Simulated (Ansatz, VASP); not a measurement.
One calculation of GaP, two programs

```
Ga P
1.0
     0.00000    2.70567    2.70567
     2.70567    0.00000    2.70567
     2.70567    2.70567    0.00000
Ga P
1 1
Direct
  0.00000 0.00000 0.00000
  0.75000 0.75000 0.75000
```

Alike in both runs: task single point; functional PBEsol; k mesh 8 × 8 × 8; no spin polarisation.

```csv
,VASP,Ansatz
version,VASP 6.6.1,Ansatz 0.2.0
potentials or method,"VASP PAW PBE potentials, release 64 (Ga_d, P)","PAW with Ansatz's default frozen-core files, scalar-relativistic"
plane-wave cutoff (eV),520,420
occupations,"gaussian, width 0.01 eV",fixed
valence electrons in the cell,18,18
```

```tsv
	VASP	Ansatz	Ansatz less VASP
gap on the k mesh at the Fermi level (eV)	1.47	1.47	-0.003
pressure (GPa)	1.2	1.3	+0.10
```

Caveats: the PAW data sets were made with another functional, which shifts forces and pressure a little (VASP). A k mesh can miss the band edges. Expect the measured gap to be larger: semilocal functionals such as PBEsol lack the derivative discontinuity.
